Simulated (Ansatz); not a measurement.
## From three elastic constants to directional properties of Ti$_{2}$C

Method: DFT PBEsol, scalar-relativistic, plane waves, PAW (Ansatz). Cutoff 420 eV, 8×8×8 k-points (Γ-centred), Fermi-Dirac smearing of 0.15 eV. No spin polarisation.

The cell, relaxed at this level:
Space group Fd-3m:1 (No. 227). a = 8.546 Å, b = 8.546 Å, c = 8.546 Å, α = 90.00°, β = 90.00°, γ = 90.00°
```json
{"atom": "Ti", "site": "32e", "symmetry": ".3m", "x": "0.8805", "y": "0.1195", "z": "0.1195"}
{"atom": "C", "site": "16c", "symmetry": ".-3m", "x": "0.1250", "y": "0.1250", "z": "0.1250"}
```

In a metal, frequencies and elastic constants depend on the k mesh and the smearing, soft modes and shear constants most.

With ions relaxed, on the cubic axes: C11 = 205.4, C12 = 117.2, C44 = 116.8 GPa. The density is 4.586 g/cm³.

Question: Is the crystal stable against strain, and how anisotropic is it?

Answer: Born's conditions hold: C11 + 2C12 = 439.8, C11 − C12 = 88.2 and C44 = 116.8 GPa are all positive. B = (C11 + 2C12)/3 = 146.6 GPa. The two shear moduli are C44 and C′ = (C11 − C12)/2 = 44.1 GPa, so Zener's ratio is A = C44/C′ = 2.65: the tetragonal shear C′ is the soft one, as in many fcc and bcc metals and zincblende crystals. The Cauchy pressure C12 − C44 is 0.4 GPa; it would vanish for pair forces between atoms on inversion centres at zero pressure, and here it is small.

Question: Give the sound speeds along the three symmetry directions.

Answer: The Christoffel equation gives ρv² for each branch:
| direction | branch | ρv² | GPa | v (m/s) |
| --- | --- | --- | --- | --- |
| [100] | L | C11 | 205.4 | 6692 |
| [100] | T (×2) | C44 | 116.8 | 5046 |
| [110] | L | (C11 + C12 + 2C44)/2 | 278.1 | 7787 |
| [110] | T, u ∥ [001] | C44 | 116.8 | 5046 |
| [110] | T, u ∥ [1-10] | (C11 − C12)/2 | 44.1 | 3101 |
| [111] | L | (C11 + 2C12 + 4C44)/3 | 302.3 | 8119 |
| [111] | T (×2) | (C11 − C12 + C44)/3 | 68.3 | 3860 |

Question: How does Young's modulus depend on direction?

Answer: Inverting gives S11 = 8.317, S12 = -3.022, S44 = 8.564 TPa⁻¹. Along a unit vector (l, m, n), 1/E = S11 − 2(S11 − S12 − S44/2)(l²m² + m²n² + n²l²), where the last bracket is 0, 1/4 and 1/3 for [100], [110] and [111]: E = 120, 209 and 277 GPa. With A > 1 the body diagonal is stiffest. For a film on (001), the biaxial modulus is C11 + C12 − 2C12²/C11 = 189 GPa and the normal strain is −2C12/C11 = -1.14 times the in-plane one.

Cost: 2 runs of about 35 core-minutes in all, on Intel Xeon Platinum 8488C (Sapphire Rapids), Intel Xeon Platinum 8259CL (Skylake/Cascade Lake) (shared hosts).

The elastic anisotropy is the reverse of that in stoichiometric rocksalt TiC, where the cube axes are the stiff directions. There, unbroken Ti–C–Ti chains with strong p–d σ bonds run along ⟨100⟩ and resist both axial strain and tetragonal shear. In this ordered-vacancy derivative, carbon alternates with empty octahedra along those chains, so each Ti is bonded to carbon on one side only. Axial strain can then probably be taken up partly by Ti shifting relative to the vacancies, which would lower C11 and C′. The remaining close-packed Ti framework, with its metal–metal contacts along ⟨110⟩, favours C44 over C′, as in fcc metals, and this suggests why [111] is stiffest.

The near-zero Cauchy pressure is no evidence of central pair forces: Ti does not sit on an inversion centre, so internal relaxation can break the Cauchy relation even for such forces, and the near-equality may be a cancellation. Positive elastic moduli establish stability against small homogeneous strain, not against finite-wavelength phonons or a different carbon ordering.
